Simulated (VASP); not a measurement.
# Te2Mo in VASP: notebook, part 2 of 2

VASP 6.6.1. Earlier steps stand in the parts before.

## 3. Single point, PBEsol+U

Input file INCAR:

```
SYSTEM = Te2Mo
PREC = Accurate
ENCUT = 520
EDIFF = 1E-6
ISMEAR = -1
SIGMA = 0.05
LREAL = .False.
LASPH = .True.
NELM = 80
ALGO = Fast
ISIF = 2
LWAVE = .False.
LCHARG = .False.
LMAXMIX = 4
LDAU = .True.
LDAUTYPE = 2
LDAUL = -1 2
LDAUU = 0 5
LDAUJ = 0 0
LDAUPRINT = 1
GGA = PS
NBANDS = 64
```

Input file KPOINTS:

```
regular mesh
0
Gamma
  7 7 1
  0 0 0
```

Input file POSCAR:

```
Te2Mo
1.0
    3.5613831954      0.0000000000      0.0000000000
   -1.7806915977      3.0842483198      0.0000000000
    0.0000000000      0.0000000000     38.9902681400
Te Mo
8 4
Direct
    0.3333333333      0.6666666667      0.3282231700
    0.3333333333      0.6666666667      0.9518180900
    0.6666666667      0.3333333333      0.1400809200
    0.6666666667      0.3333333333      0.7636306700
    0.6666666667      0.3333333333      0.0481819100
    0.6666666667      0.3333333333      0.6717768300
    0.3333333333      0.6666666667      0.2363693300
    0.3333333333      0.6666666667      0.8599190800
    0.6666666667      0.3333333333      0.2823380000
    0.6666666667      0.3333333333      0.9058588400
    0.3333333333      0.6666666667      0.0941411600
    0.3333333333      0.6666666667      0.7176620000
```

Potentials or basis: VASP PAW PBE potentials, release 64 (Te, Mo_sv).

Command:

```bash
$ cat potpaw_PBE.64/Te/POTCAR potpaw_PBE.64/Mo_sv/POTCAR > POTCAR
$ mpirun -np 1 vasp_std > vasp.out
```

OUTCAR:

```text
SYSTEM = Te2Mo
   PREC = Accurate
   ENCUT = 520
   EDIFF = 1E-6
   ISMEAR = -1
   LREAL = .False.
   LASPH = .True.
   NELM = 80
   ISIF = 2
   GGA = PS

 ion  position               nearest neighbor table
   1  0.333  0.667  0.328-   9 2.73   9 2.73   9 2.73   7 3.58
   2  0.333  0.667  0.952-  10 2.73  10 2.73  10 2.73   8 3.58
   3  0.667  0.333  0.140-  11 2.73  11 2.73  11 2.73   5 3.58
   4  0.667  0.333  0.764-  12 2.73  12 2.73  12 2.73   6 3.58
   5  0.667  0.333  0.048-  11 2.73  11 2.73  11 2.73   3 3.58
   6  0.667  0.333  0.672-  12 2.73  12 2.73  12 2.73   4 3.58
   7  0.333  0.667  0.236-   9 2.73   9 2.73   9 2.73   1 3.58
   8  0.333  0.667  0.860-  10 2.73  10 2.73  10 2.73   2 3.58
   9  0.667  0.333  0.282-   1 2.73   1 2.73   1 2.73   7 2.73   7 2.73   7 2.73
  10  0.667  0.333  0.906-   8 2.73   8 2.73   8 2.73   2 2.73   2 2.73   2 2.73
  11  0.333  0.667  0.094-   3 2.73   3 2.73   3 2.73   5 2.73   5 2.73   5 2.73
  12  0.333  0.667  0.718-   6 2.73   6 2.73   6 2.73   4 2.73   4 2.73   4 2.73

  LATTYP: Found a hexagonal cell.
 ALAT       =     3.5613831954
 C/A-ratio  =    10.9480687701
[... 862 lines left out ...]
     63       6.3596      0.00000
     64       6.4093      0.00000

------------------------ aborting loop because EDIFF is reached ----------------------------------------

  FORCE on cell =-STRESS in cart. coord.  units (eV):
  Direction    XX          YY          ZZ          XY          YZ          ZX
  --------------------------------------------------------------------------------------
  -------------------------------------------------------------------------------------
  Total       -3.5001146     -3.5001146      0.7492506      0.0000000      0.0000000      0.0000000
  in kB      -13.0938870    -13.0938870      2.8029374      0.0000000      0.0000000      0.0000000
  external PRESSURE =      -7.7949455 kB  Pullay stress =       0.0000000 kB

 VOLUME and BASIS-vectors are now :
 -----------------------------------------------------------------------------
  energy-cutoff  :      520.00
  volume of cell :      428.28
      direct lattice vectors                 reciprocal lattice vectors
     3.561383195  0.000000000  0.000000000     0.280789779  0.162114054  0.000000000
    -1.780691598  3.084248320  0.000000000     0.000000000  0.324228109  0.000000000
     0.000000000  0.000000000 38.990268140     0.000000000  0.000000000  0.025647426

 POSITION                                       TOTAL-FORCE (eV/Angst)
 -----------------------------------------------------------------------------------
     -0.00000      2.05617     12.79751        -0.000000      0.000000      0.116571
     -0.00000      2.05617     37.11164         0.000000     -0.000000      0.166114
      1.78069      1.02808      5.46179         0.000000     -0.000000      0.175153
      1.78069      1.02808     29.77416         0.000000      0.000000      0.168009
      1.78069      1.02808      1.87863        -0.000000      0.000000     -0.166114
      1.78069      1.02808     26.19276         0.000000     -0.000000     -0.116571
     -0.00000      2.05617      9.21610        -0.000000     -0.000000     -0.168009
     -0.00000      2.05617     33.52848        -0.000000      0.000000     -0.175153
      1.78069      1.02808     11.00843        -0.000000      0.000000     -0.014359
      1.78069      1.02808     35.31968        -0.000000      0.000000      0.008195
     -0.00000      2.05617      3.67059        -0.000000     -0.000000     -0.008195
     -0.00000      2.05617     27.98183         0.000000      0.000000      0.014359
 -----------------------------------------------------------------------------------
    total drift:                                0.000000     -0.000000     -0.000000

  FREE ENERGIE OF THE ION-ELECTRON SYSTEM (eV)
  ---------------------------------------------------
  free  energy   TOTEN  =       -54.6303062295 eV

  energy  without entropy=      -54.6303001153  energy(sigma->0) =      -54.63030317
```

stdout:

```text
POSCAR found type information on POSCAR TeMo
 POSCAR found :  2 types and      12 ions
 scaLAPACK will be used
 -----------------------------------------------------------------------------
|                                                                             |
|                                                                             |
|     You enforced a specific xc type in the INCAR file but a different       |
|     I HOPE YOU KNOW WHAT YOU ARE DOING!                                     |
|                                                                             |
 -----------------------------------------------------------------------------

 LDA part: xc-table for (Slater+PW92), standard interpolation
 POSCAR, INCAR and KPOINTS ok, starting setup
 FFT: planning ... GRIDC
 FFT: planning ... GRID_SOFT
 FFT: planning ... GRID
 WAVECAR not read
 entering main loop
```

Run time: 11 min. Hardware: 1 thread of Intel Xeon Platinum 8259CL at 2.50GHz (Skylake/Cascade Lake), shared host; peak memory 0.59 GiB.

Results:

```
Free energy            : -54.6303 eV
Largest force          : 0.175 eV/Å
Band gap on the k mesh : 1.08 eV, indirect (least direct gap 1.29 eV)
```

Forces on the atoms (eV/Å):
```
Te   0.000  0.000  0.117
Te   0.000  0.000  0.166
Te   0.000  0.000  0.175
Te   0.000  0.000  0.168
Te   0.000  0.000 -0.166
Te   0.000  0.000 -0.117
Te   0.000  0.000 -0.168
Te   0.000  0.000 -0.175
Mo   0.000  0.000 -0.014
Mo   0.000  0.000  0.008
Mo   0.000  0.000 -0.008
Mo   0.000  0.000  0.014
```

Levels at points of the mesh, in eV from the valence-band top:
| k point | band 49 | band 50 | band 51 | band 52 | band 53 | band 54 | band 55 | band 56 |
| --- | --- | --- | --- | --- | --- | --- | --- | --- |
| (0.00, 0.00, 0.00) | -0.65 | -0.29 | -0.10 | 0.00 | 2.89 | 2.90 | 2.91 | 2.92 |

Eigenvalues of the final occupation matrices:
| site | spin | trace | eigenvalues |
| --- | --- | --- | --- |
| site 9 d | 1 | 1.95 | 0.38 0.38 0.38 0.40 0.40 |
| site 9 d | 2 | 1.95 | 0.38 0.38 0.38 0.40 0.40 |
| site 10 d | 1 | 1.95 | 0.38 0.38 0.39 0.40 0.40 |
| site 10 d | 2 | 1.95 | 0.38 0.38 0.39 0.40 0.40 |
| site 11 d | 1 | 1.95 | 0.38 0.38 0.39 0.40 0.40 |
| site 11 d | 2 | 1.95 | 0.38 0.38 0.39 0.40 0.40 |
| site 12 d | 1 | 1.95 | 0.38 0.38 0.38 0.40 0.40 |
| site 12 d | 2 | 1.95 | 0.38 0.38 0.38 0.40 0.40 |

Caveat: the PAW data sets were made with another functional, which shifts forces and pressure a little; spin-orbit coupling is left out, which moves the levels of the heavy elements; the U is typed as a test and isn't derived for this compound.

## 4. Single point, PBEsol+U

Edit INCAR of step 3 so:

```diff
@@ -17,3 +17,3 @@
 LDAUL = -1 2
-LDAUU = 0 5
+LDAUU = 0 6
 LDAUJ = 0 0
```

KPOINTS is that of step 3.

POSCAR is that of step 3.

Command:

```bash
$ cat potpaw_PBE.64/Te/POTCAR potpaw_PBE.64/Mo_sv/POTCAR > POTCAR
$ mpirun -np 1 vasp_std > vasp.out
```

Run time: 13 min. Hardware: 1 thread of Intel Xeon Platinum 8259CL at 2.50GHz (Skylake/Cascade Lake), shared host; peak memory 0.59 GiB.

Results (log left out):

| Item | Value |
| --- | --- |
| Free energy | -49.8808 eV |
| Largest force | 0.233 eV/Å |
| Band gap on the k mesh | 1.08 eV, indirect (least direct gap 1.29 eV) |

Forces in eV/Å, atoms in the order of the input:
```
Te   0.000  0.000  0.175
Te   0.000  0.000  0.224
Te   0.000  0.000  0.233
Te   0.000  0.000  0.226
Te   0.000  0.000 -0.224
Te   0.000  0.000 -0.175
Te   0.000  0.000 -0.226
Te   0.000  0.000 -0.233
Mo   0.000  0.000 -0.014
Mo   0.000  0.000  0.008
Mo   0.000  0.000 -0.008
Mo   0.000  0.000  0.014
```

Levels at points of the mesh, in eV from the valence-band top:
| k point | band 50 | band 51 | band 52 | band 53 | band 54 | band 55 |
| --- | --- | --- | --- | --- | --- | --- |
| (0.00, 0.00, 0.00) | -0.30 | -0.10 | 0.00 | 2.87 | 2.88 | 2.89 |

Eigenvalues of the final occupation matrices:
| site | spin | trace | eigenvalues |
| --- | --- | --- | --- |
| site 9 d | 1 | 1.94 | 0.38 0.38 0.38 0.40 0.40 |
| site 9 d | 2 | 1.94 | 0.38 0.38 0.38 0.40 0.40 |
| site 10 d | 1 | 1.94 | 0.38 0.38 0.38 0.40 0.40 |
| site 10 d | 2 | 1.94 | 0.38 0.38 0.38 0.40 0.40 |
| site 11 d | 1 | 1.94 | 0.38 0.38 0.38 0.40 0.40 |
| site 11 d | 2 | 1.94 | 0.38 0.38 0.38 0.40 0.40 |
| site 12 d | 1 | 1.94 | 0.38 0.38 0.38 0.40 0.40 |
| site 12 d | 2 | 1.94 | 0.38 0.38 0.38 0.40 0.40 |

Caveat: the PAW data sets were made with another functional, which shifts forces and pressure a little; spin-orbit coupling is left out, which moves the levels of the heavy elements; the U is typed as a test and isn't derived for this compound.

## 5. The runs side by side

```csv
U,gap on the mesh (eV),largest force (eV/Å)
Mo d U = 4 eV,1.08,0.12
Mo d U = 5 eV,1.08,0.18
Mo d U = 6 eV,1.08,0.23
```

Alike in all rows: task single point; level PBEsol+U; potentials or basis VASP PAW PBE potentials, release 64 (Te, Mo_sv); no spin polarisation; cell as given; k mesh 7 × 7 × 1; cutoff (eV) 520; smearing fermi-dirac 0.05 eV.

On the cell as given the gap runs from 1.08 eV (PBEsol+U) to 1.08 eV (PBEsol+U).

Caveats: the PAW data sets were made with another functional, which shifts forces and pressure a little; spin-orbit coupling is left out, which moves the levels of the heavy elements; the U is typed as a test and isn't derived for this compound.

Absolute energies hang on the potentials; compare differences alone.
